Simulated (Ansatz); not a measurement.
Level of theory: DFT PBE, scalar-relativistic, plane waves, PAW (Ansatz 0.2.0). Settings: cutoff 420 eV, Γ-centred meshes no coarser than 0.19 Å⁻¹ for metals and 0.3 Å⁻¹ for insulators (2π included), Gaussian smearing.

All energies are static (0 K, no zero-point motion). Only the structures computed here compete, so a lower one can exist. For metals, differences of a few meV/atom aren't resolved. Spin–orbit coupling is left out. Magnetic atoms first started from parallel or listed moments, and other orders weren't tried. The functional can misorder magnetic and non-magnetic phases.

5 distinct structures were compared, and only named types are asked about.

Task: Which is lower for MnSb, the caesium chloride or the zinc blende structure, and by how much?

Result: The caesium chloride structure, by 116 meV/atom. It takes 19.2 Å³/atom against 29.5.

Task: Which is lower for MnSb, the caesium chloride or the rock salt structure, and by how much?

Result: The rock salt structure, by 167 meV/atom. It takes 21.7 Å³/atom against 19.2.

Task: Which is lower for MnSb, the CuAu (L1_0) or the zinc blende structure, and by how much?

Result: The CuAu (L1_0) structure, by 123 meV/atom. It takes 19.3 Å³/atom against 29.5.